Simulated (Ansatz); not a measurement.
Input and command of a calculation in Ansatz (plane waves; scalar-relativistic PAW potentials unless the input names others):

```yaml
crystal:
  lattice:
    - [3.626002, 0.0, 0.0]
    - [0.0, -3.626002, 0.0]
    - [0.0, 0.0, -3.626002]
  atoms:
    - { symbol: B, position: [0.0, 0.5, 0.5] }
    - { symbol: B, position: [0.5, 0.0, 0.5] }
    - { symbol: B, position: [0.5, 0.5, 0.0] }
    - { symbol: B, position: [0.0, 0.0, 0.0] }
    - { symbol: "N", position: [0.75, 0.75, 0.7086321243] }
    - { symbol: "N", position: [0.25, 0.25, 0.75] }
    - { symbol: "N", position: [0.25, 0.75, 0.25] }
    - { symbol: "N", position: [0.75, 0.25, 0.25] }
kpoints:
  mp_grid: { grid: [6, 6, 6] }
hamiltonian:
  xc: pbe
scf:
  occupations: { method: gaussian, width: 0.05 }
output:
  forces: true
  eigenvalues: true
  stress: true
accuracy: medium
```

```bash
ansatz run input.yaml --threads 2 --pin off --max-ram 5120MiB --backend cpu --events-out ev --progress --plain --runs-dir out
```

Abridged log:
```
Pseudopotentials: kind: paw
Pseudopotential: B, paw, valence charge 3, recommended cutoff 420 eV (normal)
Pseudopotential: N, paw, valence charge 5, recommended cutoff 420 eV (normal)
Functional definition: PBE
Crystal: 8 atoms, lattice volume = 47.674 Å³
Basis set: ecut = 420 eV, 925 PW (Γ), exchange–correlation on 50×50×50 points (8 copies of the dense FFT grid, shifted against one another)
Bands: 24, of which v1, the nominal top of the filled ones, is band 16 counted from 1 (15 counted from 0)
Symmetry: 4 space group operations
Space group: Cmm2 (ITA 35), of the structure as read, at distance tolerance 3.6e-5 Å
k-points: 52 of 216 (time reversal used)
Initial density: superposition of atomic densities (neutral atoms: chi_scale 0, normalization atom), corrected by the library's trained network
Initial wavefunctions: pseudopotential atomic-orbital guess
Functional: x = pbe(κ = 0.804, μ = 0.21951497), c = pbe(β = 0.06672455)
SCF iter   1: F=—  HF=-2168.713086 eV  |F-HF|=—  |Δ(HF+E_count)|=         —  Δρ=2.14e-3  dr2=1.27e-3  ethr=1.77e-3  ⟨swp⟩=6.1  Hψ=6071  notcnv=0  defer=8
SCF iter   2: F=—  HF=-2168.713829 eV  |F-HF|=—  |Δ(HF+E_count)|=   7.43e-4  Δρ=1.09e-3  dr2=2.34e-4  ethr=3.98e-6  ⟨swp⟩=2.5  Hψ=2457  notcnv=0  defer=30
SCF iter   3: F=—  HF=-2168.714104 eV  |F-HF|=—  |Δ(HF+E_count)|=   2.74e-4  Δρ=2.78e-4  dr2=2.16e-5  ethr=7.32e-7  ⟨swp⟩=2.6  Hψ=1958  notcnv=0  defer=4
automatic band count: iteration 3 solves 23 bands in place of 24: the levels show a gap, and the empty bands left out lie too high to hold charge; the band table lists the bands solved (type scf.n_extra_bands for more)
SCF iter   4: F=—  HF=-2168.714126 eV  |F-HF|=—  |Δ(HF+E_count)|=   2.26e-5  Δρ=5.65e-5  dr2=9.47e-7  ethr=6.74e-8  ⟨swp⟩=2.0  Hψ=1787  notcnv=0  defer=4
SCF iter   5: F=—  HF=-2168.714127 eV  |F-HF|=—  |Δ(HF+E_count)|=   1.06e-6  Δρ=1.86e-5  dr2=1.12e-7  ethr=2.96e-9  ⟨swp⟩=2.0  Hψ=1894  notcnv=0  defer=4
SCF iter   6: F=-2168.714127 eV  HF=-2168.714127 eV  |F-HF|=8.91e-10  |Δ(HF+E_count)|=   1.58e-8  Δρ=3.80e-6  dr2=4.59e-9  ethr=3.13e-10  ⟨swp⟩=8.1  Hψ=4992  notcnv=0
SCF 1 converged in 6 iterations: F = -2168.714127 eV  dr2 = 4.59e-9
SCF converged after 6 iterations
Free energy (F): -2168.714127 eV
Harris-Foulkes:  -2168.714127 eV  (|F-HF|=8.91e-10)
Internal energy: -2168.714127 eV  (E = F + TS)
E sigma→0 (E₀):  -2168.714127 eV
Fermi energy:    13.386351 eV
--- Forces (eV/Å), atoms counted from 1 ---
  atom   1  B      0.42115389     0.42115389     1.02601197
  atom   2  B     -0.42115389    -0.42115389     1.02601197
  atom   3  B      0.10185283    -0.10185283     0.69005034
  atom   4  B     -0.10185283     0.10185283     0.69005034
  atom   5  N      0.00000000     0.00000000    -5.13702743
  atom   6  N      0.00000000     0.00000000    -0.36189521
  atom   7  N      0.00000000     0.00000000     1.03339840
  atom   8  N      0.00000000     0.00000000     1.03339840
--- Stress (GPa, compression-positive) ---
        2.237135       0.889640       0.000000
        0.889640       2.237135       0.000000
        0.000000       0.000000       0.309623
  P = ⅓ Tr σ = 1.5946 GPa (15.946 kbar)
```

Apart from outputs and empty bands, the input differs from a reference run on usual settings in accuracy: not typed → "medium"; basis.ecutwfc: 420 → not typed. The reference, at the same geometry (not necessarily relaxed), gave pressure 1.59 GPa, largest force 5.137 eV/Å, gap on the mesh 4.05 eV. This run converged in 6 SCF iterations (reference: 6) with an energy at zero smearing within 0.01 meV/atom of the reference's, pressure 1.59 GPa, largest force 5.137 eV/Å, gap on the mesh 4.05 eV.

Time: 2.6 s on 2 threads of Intel(R) Xeon(R) Platinum 8259CL CPU @ 2.50GHz (Skylake/Cascade Lake) (shared host), peak memory 0.38 GiB.